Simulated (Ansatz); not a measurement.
Skutterudite CoSb₃ was calculated with PBE in Ansatz (plane waves, PAW).

Numerical settings: plane-wave cutoff 520 eV, 6×6×6 k mesh, Fermi–Dirac smearing 0.01 eV, no spin polarisation, scalar-relativistic PAW data made under PBE.

Cell (relaxed at this level):

```
CoSb3
1.0
   -4.55863     4.55863     4.55863
    4.55863    -4.55863     4.55863
    4.55863     4.55863    -4.55863
Co Sb
4 12
Cartesian
  2.27932   2.27932  -2.27932
  2.27932   2.27932   2.27932
 -2.27932   2.27932   2.27932
  2.27932  -2.27932   2.27932
  1.51726   3.10712   4.55863
  4.55863   1.51726   3.10712
  4.55863  -1.51726   3.10712
  0.00000   3.04138   1.45151
  0.00000   6.07589   1.45151
  3.10712   4.55863   1.51726
  1.45151   0.00000   6.07589
  6.07589   1.45151   0.00000
  1.45151   0.00000   3.04138
  3.10712   4.55863  -1.51726
  3.04138   1.45151   0.00000
 -1.51726   3.10712   4.55863
```

What does this level give for the band gap?


- band gap = 0.16 eV

Measured, for comparison: band gap 0.63 eV (temperature not stated, not corrected to a static lattice; as tabulated in Kim et al. (2020), doi:10.1038/s41597-020-00723-8).

Spin–orbit coupling is not included; it can close the smallest gap of 0.16 eV.

Static lattice: no zero-point or thermal effects.

Computing time: about 10 core-minutes (a rough figure).

Ansatz is a program for electronic structure.
